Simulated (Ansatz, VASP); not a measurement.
# One calculation of Au, two programs

File INCAR:

```
PREC = Accurate
ENCUT = 520
EDIFF = 1E-6
ISMEAR = 0
SIGMA = 0.15
LREAL = F
LASPH = T
NELM = 60
ALGO = Fast
ISIF = 2
LWAVE = F
LCHARG = F
GGA = PS
NBANDS = 12
```

File KPOINTS:

```
regular mesh
0
Gamma
  20 20 20
```

Contents of POSCAR:

```
Au
1.0
    0.0000000000      1.8818600000      2.1273200000
    1.8818600000      0.0000000000      2.1273200000
    1.8818600000      1.8818600000      0.0000000000
Au
1
Direct
    0.0000000000      0.0000000000      0.0000000000
```

Input for Ansatz:

```yaml
crystal:
  lattice:
    - [0.0, 1.88186, 2.12732]
    - [1.88186, 0.0, 2.12732]
    - [1.88186, 1.88186, 0.0]
  atoms:
    - { symbol: Au, position: [0.0, 0.0, 0.0] }
basis:
  ecutwfc: 420
kpoints:
  mp_grid: { grid: [20, 20, 20] }
hamiltonian:
  xc: pbesol
scf:
  occupations: { method: gaussian, width: 0.15 }
output:
  forces: true
  stress: true
  eigenvalues: true
```

Change from the starting cell: strain -0.080 along x and y, +0.040 along z, atoms carried along.

Alike in both runs: task single point; functional PBEsol; k mesh 20 × 20 × 20; occupations gaussian, width 0.15 eV; no spin polarisation.

|  | VASP | Ansatz |
| --- | --- | --- |
| version | VASP 6.6.1 | Ansatz 0.2.0 |
| potentials or method | VASP PAW PBE potentials, release 64 (Au) | scalar-relativistic, plane waves, PAW |
| plane-wave cutoff (eV) | 520 | 420 |
| valence electrons in the cell | 11 | 19 |

|  | VASP | Ansatz | Ansatz less VASP |
| --- | --- | --- | --- |
| gap on the k mesh at the Fermi level (eV) | none | none | - |
| pressure (GPa) | 31.2 | 31.5 | +0.34 |
| largest component of the traceless stress (GPa) | 8.06 | 8.08 | +0.023 |

A gap of «none» marks a metal or a gap that the smearing closes. The two sets of potentials don't hold the same shells in valence.

Caveats: so large a pressure means that the cell lies far from this level's equilibrium, or that cutoff or potentials fall short (VASP); the potentials were made for another functional, which shifts forces and pressure (VASP). The runs have no spin-orbit coupling, so splittings on Au are missing.
